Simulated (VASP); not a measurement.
Calculation: PBEsol GGA, VASP's PBE PAW potentials (set 64) (plane waves; VASP 6.6.1).

Input for VASP

**KPOINTS**
```
K-points
0
G
  10 10 6
```

**INCAR**
```
SIGMA = 0.05   # width (eV)
EDIFFG = -0.01
GGA = PS   # PBEsol
SYSTEM = BeO
ALGO = Normal
NELM = 100   # most electronic steps
LCHARG = .False.
ISMEAR = 0
PREC = Accurate
LASPH = .True.   # aspherical one-centre terms
EDIFF = 1E-7
LREAL = .False.
ISIF = 2   # forces and stress, cell fixed
LWAVE = .False.
NSW = 30
ENCUT = 600
IBRION = 2   # conjugate gradients
```

### POSCAR
```
BeO
1
    1.3475550313    -2.3340341878    -0.0233403419
    1.3475550313     2.3340341878     0.0233403419
    0.0000000000     0.0437509206     4.3750920580
Be O
2 2
Direct
  0.6666670000   0.3333330000   0.5000633700
  0.3333330000   0.6666670000   0.0000633700
  0.6666670000   0.3333330000   0.8779366300
  0.3333330000   0.6666670000   0.3779366300
```

POTCAR, in this order: Be O (PBE.64 set). Program: vasp_std.

Output

File OSZICAR:
```
       N       E                     dE             d eps       ncg     rms          rms(c)
DAV:   1     0.699391595852E+02    0.69939E+02   -0.95343E+03  4136   0.143E+03
DAV:   2    -0.279538525015E+02   -0.97893E+02   -0.90912E+02  5436   0.303E+02
DAV:   3    -0.316323233042E+02   -0.36785E+01   -0.36633E+01  5456   0.619E+01
DAV:   4    -0.316629141246E+02   -0.30591E-01   -0.30570E-01  5068   0.644E+00
DAV:   5    -0.316633221038E+02   -0.40798E-03   -0.40793E-03  5280   0.638E-01    0.852E+00
DAV:   6    -0.297018686943E+02    0.19615E+01   -0.65154E+00  4848   0.231E+01    0.288E+00
DAV:   7    -0.296654256169E+02    0.36443E-01   -0.12834E-01  4920   0.363E+00    0.182E+00
DAV:   8    -0.296529485986E+02    0.12477E-01   -0.32555E-02  4720   0.251E+00    0.256E-01
DAV:   9    -0.296520261473E+02    0.92245E-03   -0.32433E-03  5356   0.587E-01    0.598E-02
DAV:  10    -0.296521846508E+02   -0.15850E-03   -0.25232E-04  4880   0.152E-01    0.268E-02
DAV:  11    -0.296521751788E+02    0.94720E-05   -0.34403E-05  5252   0.577E-02    0.514E-03
DAV:  12    -0.296521750636E+02    0.11525E-06   -0.24443E-06  4896   0.157E-02    0.709E-04
DAV:  13    -0.296521751365E+02   -0.72878E-07   -0.28241E-08  3704   0.184E-03
   1 F= -.29652175E+02 E0= -.29652175E+02  d E =-.296522E+02
       N       E                     dE             d eps       ncg     rms          rms(c)
DAV:   1    -0.296522954605E+02   -0.12040E-03   -0.68517E-02  4536   0.263E+00    0.407E-02
DAV:   2    -0.296524085298E+02   -0.11307E-03   -0.13474E-03  5312   0.386E-01    0.248E-02
DAV:   3    -0.296523937259E+02    0.14804E-04   -0.12269E-05  5016   0.513E-02    0.129E-02
DAV:   4    -0.296523897879E+02    0.39380E-05   -0.17346E-05  5204   0.508E-02    0.323E-03
DAV:   5    -0.296523899930E+02   -0.20502E-06   -0.34768E-06  4896   0.209E-02    0.148E-03
DAV:   6    -0.296523899389E+02    0.54076E-07   -0.89061E-08  3004   0.449E-03
   2 F= -.29652390E+02 E0= -.29652390E+02  d E =-.214802E-03
```

**OUTCAR**
```
------------------------ aborting loop because EDIFF is reached ----------------------------------------
  FORCE on cell =-STRESS in cart. coord.  units (eV):
  Direction    XX          YY          ZZ          XY          YZ          ZX
  --------------------------------------------------------------------------------------
  Total       -0.0130635     -0.0267555      0.0162907      0.0000000     -0.4690852      0.0000000
  in kB       -0.7605783     -1.5577442      0.9484666      0.0000000    -27.3108259      0.0000000
  external PRESSURE =      -0.4566186 kB  Pullay stress =       0.0000000 kB
  volume of cell :       27.52
      direct lattice vectors                 reciprocal lattice vectors
     1.347555031 -2.334034188 -0.023340342     0.371042361 -0.214242794  0.002142428
     1.347555031  2.334034188  0.023340342     0.371042361  0.214242794 -0.002142428
     0.000000000  0.043750921  4.375092058     0.000000000 -0.002285895  0.228589478
 POSITION                                       TOTAL-FORCE (eV/Angst)
 -----------------------------------------------------------------------------------
      1.34756     -0.75867      2.18032         0.000000      0.006619     -0.000731
      1.34756      0.77580      0.00834         0.000000      0.002329     -0.000490
      1.34756     -0.73750      3.83300         0.000000     -0.003932      0.000445
      1.34756      0.79720      1.66100         0.000000     -0.005016      0.000777
 -----------------------------------------------------------------------------------
    total drift:                                0.000000      0.001188      0.000469
  FREE ENERGIE OF THE ION-ELECTRON SYSTEM (eV)
  ---------------------------------------------------
  free  energy   TOTEN  =       -29.6523899389 eV

  energy  without entropy=      -29.6523899389  energy(sigma->0) =      -29.65238994

 reached required accuracy - stopping structural energy minimisation
```
(Selected blocks of OUTCAR.)

File CONTCAR:
```
BeO
   1.00000000000000
     1.3475550313000000   -2.3340341877999999   -0.0233403419000000
     1.3475550313000000    2.3340341877999999    0.0233403419000000
     0.0000000000000000    0.0437509206000000    4.3750920579999999
  Be              O
     2     2
Direct
     0.6672105221376811    0.3327894778623189    0.5001335640148716
     0.3338083396069134    0.6661916603930866    0.0001322068179778
     0.6662165799482643    0.3337834200517357    0.8778685735683833
     0.3327645583071412    0.6672354416928588    0.3778656555987676
```

The compound is BeO in the wurtzite structure. This cell was strained or had an atom moved on purpose. Symmetry was kept, so distortions that lower it aren't found.
